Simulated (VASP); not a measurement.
# Al7P8 (a cell with a defect) in VASP: notebook

The runs below take Al7P8 (a cell with a defect) through single point, with PBE.

Program: VASP 6.6.1. These are calculated values, not measurements. Logs are shortened: lines on timing, memory, paths and dates and some standing lists are left out, and cuts for length are marked.

## Step 1: The structure

The cell holds a defect, 15 atoms: a = 7.720 Å, b = 7.720 Å, c = 7.720 Å, α = 60.00°, β = 60.00°, γ = 60.00°.

## Step 2: Single point, PBE

INCAR reads:

```
SYSTEM = Al7P8
  ALGO = Normal
  EDIFF = 1E-7
  ENCUT = 520
  GGA = PE
  ISIF = 2
  ISMEAR = 0
  LASPH = .True.
  LCHARG = .True.
  LELF = .True.
  LREAL = Auto
  LVHAR = .True.
  LWAVE = .False.
  NBANDS = 44
  NELM = 60
  PREC = Accurate
  SIGMA = 0.1
```

KPOINTS reads:

```
k-points
0
Gamma
  2 2 2
  0 0 0
```

POSCAR reads:

```
Al7P8
1.0
    0.0000000000      5.4591520000      5.4591520000
    5.4591520000      0.0000000000      5.4591520000
    5.4591520000      5.4591520000      0.0000000000
Al P
7 8
Direct
   -0.0026514191      0.0009923702     -0.0001253858
   -0.0026131348      0.0017360755      0.5011563151
   -0.0029263702      0.4993758188      0.5012878374
    0.4991195519      0.0014232064     -0.0001854684
    0.4981656492      0.0004075725      0.5006184111
    0.4982442328      0.4995193393      0.0003557329
    0.4995427861      0.4992427395      0.5019259401
    0.1235272438      0.1248530907      0.1254528176
    0.1233983776      0.1252763250      0.6257093593
    0.1225204024      0.6252695474      0.1256289438
    0.1240651478      0.6261099709      0.6231514528
    0.6231804866      0.1253167159      0.1259492317
    0.6232876461      0.1251681580      0.6256105344
    0.6213808482      0.6259542691      0.1264505000
    0.6229332871      0.6255866296      0.6261850742
```

Potentials or basis: VASP PAW PBE potentials, release 64 (Al, P).

The run is started by

```
cat potpaw_PBE.64/Al/POTCAR potpaw_PBE.64/P/POTCAR > POTCAR
mpirun -np 1 vasp_std > vasp.out
```

OUTCAR:

```text
SYSTEM = Al7P8
   EDIFF = 1E-7
   ENCUT = 520
   GGA = PE
   ISIF = 2
   ISMEAR = 0
   LASPH = .True.
   LREAL = Auto
   NELM = 60
   PREC = Accurate

 ion  position               nearest neighbor table
   1  0.997  0.001  1.000-   9 2.36  12 2.36   8 2.37  10 2.37
   2  0.997  0.002  0.501-  13 2.36   9 2.36  11 2.37   8 2.37
   3  0.997  0.499  0.501-   9 2.36  15 2.36  11 2.37  10 2.37
   4  0.499  0.001  1.000-  12 2.36  13 2.36  14 2.37   8 2.37
   5  0.498  0.000  0.501-  12 2.36   9 2.36  15 2.36  13 2.36
   6  0.498  0.500  0.000-  15 2.36  12 2.36  14 2.37  10 2.37
   7  0.500  0.499  0.502-  15 2.36  13 2.36  14 2.37  11 2.37
   8  0.124  0.125  0.125-   4 2.37   1 2.37   2 2.37
   9  0.123  0.125  0.626-   3 2.36   2 2.36   1 2.36   5 2.36
  10  0.123  0.625  0.126-   3 2.37   1 2.37   6 2.37
  11  0.124  0.626  0.623-   7 2.37   3 2.37   2 2.37
  12  0.623  0.125  0.126-   4 2.36   1 2.36   6 2.36   5 2.36
  13  0.623  0.125  0.626-   7 2.36   2 2.36   4 2.36   5 2.36
  14  0.621  0.626  0.126-   4 2.37   7 2.37   6 2.37
  15  0.623  0.626  0.626-   7 2.36   3 2.36   6 2.36   5 2.36

  LATTYP: Found a face centered cubic cell.
 ALAT       =    10.9183040000

  Lattice vectors:

 A1 = (   0.0000000000,   5.4591520000,   5.4591520000)
 A2 = (   5.4591520000,   0.0000000000,   5.4591520000)
 A3 = (   5.4591520000,   5.4591520000,   0.0000000000)

Analysis of symmetry for initial positions (statically):
=====================================================================
 Subroutine PRICEL returns:
 Original cell was already a primitive cell.

 Routine SETGRP: Setting up the symmetry group for a
 face centered cubic supercell.

 Subroutine GETGRP returns: Found  1 space group operations
 (whereof  1 operations were pure point group operations)
 out of a pool of 48 trial point group operations.

The static configuration has the point symmetry C_1 .

Analysis of symmetry for dynamics (positions and initial velocities):
=====================================================================
 Subroutine PRICEL returns:
 Original cell was already a primitive cell.

 Routine SETGRP: Setting up the symmetry group for a
 face centered cubic supercell.

[... 125 lines left out ...]
   NUPDOWN=      -1.0000    fix difference up-down
   EMIN   =  10.00;   EMAX   =-10.00  energy-range for DOS
   EFERMI =   0.00;   METHOD = LEGACY
   ISMEAR =     0;   SIGMA  =   0.10  broadening in eV -4-tet -1-fermi 0-gaus
   EFERMI_NEDOS =   21; number of points for ismear=-14 and -15
   IALGO  =     38    algorithm
   IMIX   =      4    mixing-type and parameters
     AMIX     =   0.40;   BMIX     =  1.00
     AMIX_MAG =   1.60;   BMIX_MAG =  1.00
  volume/ion in A,a.u.               =      21.69       146.39
  Fermi-wavevector in a.u.,A,eV,Ry     =   0.936950  1.770578 11.944210  0.877875
  Thomas-Fermi vector in A             =   2.064011
   LORBIT       =      0    0 simple, 1 ext, 2 COOP (PROOUT), +10 PAW based schemes
   GGA     = PE    functional components
   LHFCALC =     F    Hartree Fock is set to
   AEXX    =    0.0000 exact exchange contribution
   IVDW    =     0    specifies the selected vdW correction
   LEPSILON=     F    determine dielectric tensor
   LRPA    =     F    only Hartree local field effects (RPA)
 non-spin polarized calculation
 Gauss-broadening in eV      SIGMA  =   0.10
  energy-cutoff  :      520.00
  volume of cell :      325.39
 maximum number of plane-waves:      8801
 NGX is ok and might be reduce to    60
   NGX = 29   NGY = 29   NGZ = 29

 number of electron      60.9999996 magnetization

 Free energy of the ion-electron system (eV)
  ---------------------------------------------------
  ext. energy  EPLUGINS =         0.00000000
  ---------------------------------------------------
  free energy    TOTEN  =       -74.15808424 eV

  energy without entropy =      -74.12267626  energy(sigma->0) =      -74.14038025

 E-fermi :   4.2935     XC(G=0):  -8.9670

 val. band max:        4.2361645656   @ k =   0.5000   0.0000   0.5000
 cond. band min:       4.4362097419   @ k =   0.0000   0.5000   0.0000
 fundamental gap:      0.2000451763
 Fermi energy:         4.2935145585

 k-point     1 :       0.0000    0.0000    0.0000
  band No.  band energies     occupation
      1      -7.4036      2.00000
      2      -5.8082      2.00000
      3      -5.8080      2.00000
      4      -5.8071      2.00000
      5      -5.5905      2.00000
      6      -5.0859      2.00000
[... 349 lines left out ...]
     41       9.0376      0.00000
     42       9.3277      0.00000
 [bands above 42 left out]

------------------------ aborting loop because EDIFF is reached ----------------------------------------

  FORCE on cell =-STRESS in cart. coord.  units (eV):
  Direction    XX          YY          ZZ          XY          YZ          ZX
  --------------------------------------------------------------------------------------
  -------------------------------------------------------------------------------------
  Total        1.9932232      1.9909730      1.9956456     -0.0056661      0.0075456     -0.0124855
  in kB        9.8143369      9.8032570      9.8262643     -0.0278989      0.0371534     -0.0614769
  external PRESSURE =       9.8146194 kB  Pullay stress =       0.0000000 kB

 VOLUME and BASIS-vectors are now :
 -----------------------------------------------------------------------------
  energy-cutoff  :      520.00
  volume of cell :      325.39
      direct lattice vectors                 reciprocal lattice vectors
     0.000000000  5.459152000  5.459152000    -0.091589316  0.091589316  0.091589316
     5.459152000  0.000000000  5.459152000     0.091589316 -0.091589316  0.091589316
     5.459152000  5.459152000  0.000000000     0.091589316  0.091589316 -0.091589316

 POSITION                                       TOTAL-FORCE (eV/Angst)
 -----------------------------------------------------------------------------------
      5.46388     10.90314      5.45009        -0.002251     -0.001650     -0.002282
      2.74537      8.18077      5.45436        -0.003897      0.000390      0.000264
      5.46278      8.17978      8.16935         0.001028      0.000846      0.003537
      5.46591      8.18291      2.73254         0.001154     -0.005873      0.004415
      2.73518      5.45251      2.72179         0.004301      0.003111     -0.002750
      2.72889      2.72193      5.44694        -0.001565     -0.000552     -0.002050
      5.46553      5.46717      5.45252        -0.001026     -0.002492     -0.004650
      1.36646      1.35922      1.35595         0.000698      0.005294     -0.005471
      4.09975      4.08949      1.35755        -0.001862     -0.002949     -0.001258
      4.09927      1.35468      4.08230         0.004552      0.006174      0.007208
      6.81991      4.07917      4.09532         0.000115     -0.000920     -0.000540
      1.37170      4.08961      4.08616         0.001047     -0.004387      0.002220
      4.09862      6.81792      4.08593         0.002073      0.001899     -0.001048
      4.10749      4.08253      6.80939        -0.002472      0.000988      0.000473
      6.83361      6.81913      6.81586        -0.001896      0.000123      0.001932
 -----------------------------------------------------------------------------------
    total drift:                                0.017248     -0.018590     -0.017442

  FREE ENERGIE OF THE ION-ELECTRON SYSTEM (eV)
  ---------------------------------------------------
  free  energy   TOTEN  =       -74.1580842447 eV

  energy  without entropy=      -74.1226762626  energy(sigma->0) =      -74.14038025
```

Wall time 2.7 min (1 thread of Intel Xeon Platinum 8375C at 2.90GHz (Ice Lake), shared host); peak memory 0.48 GiB.

What came out:

```
Free energy            : -74.1581 eV
Pressure               : 1.0 GPa
Largest force          : 0.011 eV/Å
Band gap on the k mesh : none (metal or under the smearing width)
```

Forces on the atoms (eV/Å):
```
Al  -0.002 -0.002 -0.002
Al  -0.004  0.000  0.000
Al   0.001  0.001  0.004
Al   0.001 -0.006  0.004
Al   0.004  0.003 -0.003
Al  -0.002 -0.001 -0.002
Al  -0.001 -0.002 -0.005
P    0.001  0.005 -0.005
P   -0.002 -0.003 -0.001
P    0.005  0.006  0.007
P    0.000 -0.001 -0.001
P    0.001 -0.004  0.002
P    0.002  0.002 -0.001
P   -0.002  0.001  0.000
P   -0.002  0.000  0.002
```

Levels at points of the mesh, in eV from the Fermi level:
| k point | band 28 | band 29 | band 30 | band 31 | band 32 | band 33 |
| --- | --- | --- | --- | --- | --- | --- |
| (0.00, 0.00, 0.00) | -0.63 | -0.63 | 0.33 | 0.34 | 0.34 | 1.55 |
| (0.50, 0.00, 0.00) | -1.16 | -0.77 | -0.77 | 0.14 | 0.15 | 2.49 |
| (0.00, 0.50, 0.00) | -1.17 | -0.77 | -0.77 | 0.14 | 0.15 | 2.49 |
| (0.00, 0.00, 0.50) | -1.16 | -0.77 | -0.77 | 0.14 | 0.15 | 2.49 |
| (0.50, 0.50, 0.50) | -1.17 | -0.77 | -0.77 | 0.15 | 0.15 | 2.49 |
| (0.50, 0.50, 0.00) | -1.43 | -1.20 | -1.10 | -0.06 | -0.06 | 2.70 |
| (0.00, 0.50, 0.50) | -1.43 | -1.20 | -1.10 | -0.06 | -0.06 | 2.70 |
| (0.50, 0.00, 0.50) | -1.43 | -1.20 | -1.10 | -0.07 | -0.06 | 2.70 |

Caveat: the k mesh is coarse (spacing up to 0.50 Å⁻¹), so the values aren't converged.

## Step 3: Single point, PBE

INCAR reads:

```
SYSTEM = Al7P8
PREC = Accurate ; ENCUT = 520
EDIFF = 1E-7 ; ISMEAR = 0
SIGMA = 0.1 ; LREAL = Auto
LASPH = .True. ; NELM = 60
ALGO = Normal ; ISIF = 2
LWAVE = .False. ; LCHARG = .True.
GGA = PE ; LELF = .True.
LVHAR = .True. ; NBANDS = 44
```

KPOINTS reads:

```
Automatic mesh
0
Gamma
  2 2 2
  0 0 0
```

POSCAR reads:

```
Al7P8
1.0
    0.0000000000      5.4591520000      5.4591520000
    5.4591520000      0.0000000000      5.4591520000
    5.4591520000      5.4591520000      0.0000000000
Al P
7 8
Direct
    0.0432250284     -0.0204584888     -0.0099299305
    0.0430826986     -0.0207107258      0.4871948977
   -0.0236574288      0.5070517362      0.5083158520
    0.6383874272     -0.0469349452     -0.0459087785
    0.5158476994      0.0094100695      0.4871153981
    0.4538401752      0.5047112628      0.0040893714
    0.4534337018      0.5046592401      0.5370657384
    0.2494456099     -0.0008687247      0.1256849965
    0.1412156137      0.1338146474      0.6123191844
    0.0784661244      0.6133204388      0.1173419425
    0.0780965615      0.6131880922      0.6915832349
    0.6658183359      0.1353956622      0.1097980968
    0.6656534751      0.1353584769      0.5886744864
    0.4917648382      0.6778021568      0.1650129910
    0.6014556840      0.6366063814      0.6305871315
```

Potentials or basis: VASP PAW PBE potentials, release 64 (Al, P).

The run is started by

```
cat potpaw_PBE.64/Al/POTCAR potpaw_PBE.64/P/POTCAR > POTCAR
mpirun -np 1 vasp_std > vasp.out
```

Run time: 2.6 min. Hardware: 1 thread of Intel Xeon Platinum 8375C at 2.90GHz (Ice Lake), shared host; peak memory 0.48 GiB.

It converged, with:

- Free energy: -74.7628 eV
- Pressure: -0.6 GPa
- Largest force: 0.633 eV/Å
- Band gap on the k mesh: none (metal or under the smearing width)

Forces in eV/Å, atoms in the order of the input:
```
Al  -0.006 -0.066 -0.064
Al   0.068  0.004 -0.060
Al  -0.071  0.072  0.055
Al   0.435 -0.434 -0.152
Al  -0.023  0.024 -0.030
Al  -0.061  0.111  0.075
Al  -0.109  0.060  0.080
P    0.236 -0.236 -0.083
P   -0.045  0.048 -0.036
P   -0.012  0.122  0.124
P   -0.131  0.003  0.123
P   -0.042 -0.037 -0.112
P    0.037  0.043 -0.112
P   -0.221  0.225  0.156
P   -0.055  0.060  0.035
```

Stress tensor (GPa, compression positive):
```
-1.41 -1.02 -0.36
-1.02 -1.41  0.36
-0.36  0.36  0.93
```

Levels at points of the mesh, in eV from the Fermi level:
```tsv
k point	band 27	band 28	band 29	band 30	band 31	band 32	band 33	band 34
(0.00, 0.00, 0.00)	-0.44	-0.42	-0.31	-0.20	0.37	1.19	1.71	2.26
(0.50, 0.00, 0.00)	-1.15	-0.88	-0.53	-0.32	0.32	2.06	2.48	2.67
(0.00, 0.50, 0.00)	-1.16	-0.70	-0.30	-0.30	0.36	1.59	2.41	2.58
(0.00, 0.00, 0.50)	-1.06	-0.68	-0.54	-0.47	-0.40	2.11	2.37	2.59
(0.50, 0.50, 0.50)	-1.06	-0.68	-0.54	-0.47	-0.40	2.11	2.37	2.59
(0.50, 0.50, 0.00)	-1.17	-1.16	-0.89	-0.47	0.20	2.30	2.56	2.84
(0.00, 0.50, 0.50)	-1.01	-0.99	-0.77	-0.42	-0.32	2.53	2.74	3.02
(0.50, 0.00, 0.50)	-1.01	-0.99	-0.77	-0.42	-0.32	2.53	2.74	3.02
```

Caveat: the k mesh is coarse (spacing up to 0.50 Å⁻¹), so the values aren't converged.

(Continued in part 2 of 2.)
